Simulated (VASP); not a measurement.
Write the native input for VASP 6.6.1 that does the following.

| Item | Value |
| --- | --- |
| Task | relaxation of cell and atoms |
| Functional | vdW-DF-cx |
| Potentials or basis | VASP PAW PBE potentials, release 64 (Hf_pv, O) |
| Cutoff | 600 eV |
| k mesh | 5 × 6 × 5 |
| Occupations | fermi-dirac, width 0.05 eV |
| Spin | no spin polarisation |
| Further INCAR settings | ALGO = Normal; EDIFF = 1e-06; IBRION = 2; EDIFFG = -0.01; NSW = 60; ISIF = 3 |

The structure of HfO2 lies in POSCAR:

```
HfO2
1.0
    5.2194633600      0.0000000000      0.0000000000
    0.0000000000      5.0047636900      0.0000000000
    0.0000000000      0.0000000000      5.0326850500
Hf O
4 8
Direct
    0.9669940000      0.7325208200      0.7414403500
    0.5330060000      0.7325208200      0.2414403500
    0.4669940000      0.2674791800      0.7414403500
    0.0330060000      0.2674791800      0.2414403500
    0.6321274500      0.9286454000      0.8792672600
    0.8678725500      0.9286454000      0.3792672600
    0.2339485200      0.5398830500      0.4922923900
    0.2660514800      0.5398830500      0.9922923900
    0.7660514800      0.4601169500      0.9922923900
    0.7339485200      0.4601169500      0.4922923900
    0.1321274500      0.0713546000      0.8792672600
    0.3678725500      0.0713546000      0.3792672600
```

Measurements of this composition are mostly on another form, of space group No. 14.

One way to write it, as run:

INCAR

```
SYSTEM = HfO2
PREC = Accurate ; ENCUT = 600
EDIFF = 1E-6 ; ISMEAR = -1
SIGMA = 0.05 ; LREAL = .FALSE.
LASPH = .TRUE. ; NELM = 60
ALGO = Normal ; ISIF = 3
LWAVE = .FALSE. ; LCHARG = .FALSE.
GGA = CX ; LUSE_VDW = .TRUE.
AGGAC = 0.0 ; IBRION = 2
NSW = 60 ; EDIFFG = -0.01
```

KPOINTS

```
Automatic mesh
0
G
  5 6 5
  0 0 0
```

Potentials or basis: VASP PAW PBE potentials, release 64 (Hf_pv, O).

Command:

```console
$ cat potpaw_PBE.64/Hf_pv/POTCAR potpaw_PBE.64/O/POTCAR > POTCAR
$ mpirun -np 1 vasp_std > vasp.out
```

Results of the run:

The relaxed volume is 10.94 Å³/atom and the relaxed cell is a = 5.217 Å, b = 5.006 Å, c = 5.027 Å, α = 90.00°, β = 90.00°, γ = 90.00°. The space group after relaxing (to 0.05 Å) is Pca2_1 (No. 29). The energy gained by relaxing is 0.4 meV/atom and the ionic steps are 16. The pressure after relaxing is 0.0 GPa and the largest force after relaxing is 0.009 eV/Å. The band gap on the k mesh is 4.39 eV, indirect (least direct gap 4.58 eV).

Caveat: the PAW data sets were made with another functional, which shifts forces and pressure a little; spin-orbit coupling is left out, which moves the levels of the heavy elements; an odd mesh through Γ misses points on the zone boundary, where band edges often lie.

Wall time 45 min on 1 thread of Intel(R) Xeon(R) Platinum 8259CL CPU @ 2.50GHz (Skylake/Cascade Lake), on a shared host, peak memory 0.74 GiB.
